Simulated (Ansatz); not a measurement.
```yaml
crystal:
  lattice:
    - [2.5837984486, 0.0, 0.0]
    - [-1.2918992243, 2.2376350948, 0.0]
    - [0.0, 0.0, 4.2202041327]
  atoms:
    - { symbol: Mn, position: [0.3333333333, 0.6666666667, 0.75], spin: 3.5 }
    - { symbol: Mn, position: [0.6666666667, 0.3333333333, 0.25], spin: 3.5 }
basis:
  ecutwfc: 420
  ecutrho_ratio: 4
kpoints:
  mp_grid: { grid: [8, 8, 6] }
hamiltonian:
  xc: pbe
scf:
  occupations: { method: gaussian, width: 0.05 }
output:
  forces: true
  stress: true
  eigenvalues: true
  populations: true
magnetization:
  spin_polarized: true
relax:
  f_tol: 0.03
  max_steps: 60
  cell: { stress_tol: 0.3 }
```

Problem. What does this Ansatz input ask for?

Solution. It asks for a full relaxation of cell and atoms of Mn with PBE (scalar-relativistic), a cutoff of 420 eV (density cutoff 4 times that), a Γ-centred 8×8×6 mesh and Gaussian smearing of 0.05 eV, with collinear spin, starting moments 3.50, 3.50 μB on the atoms in order. Stop at forces under 0.03 eV/Å and stress under 0.3 GPa, or after 60 steps. Forces, stress and eigenvalues are wanted, and also Löwdin populations.

Problem. How large is the problem?

Solution. 30 valence electrons, 391 plane waves at Γ (in the final cell), 24 symmetry operations and 40 irreducible k-points; it took 53 SCF iterations in all.

At room temperature and ambient pressure Mn takes another structure.
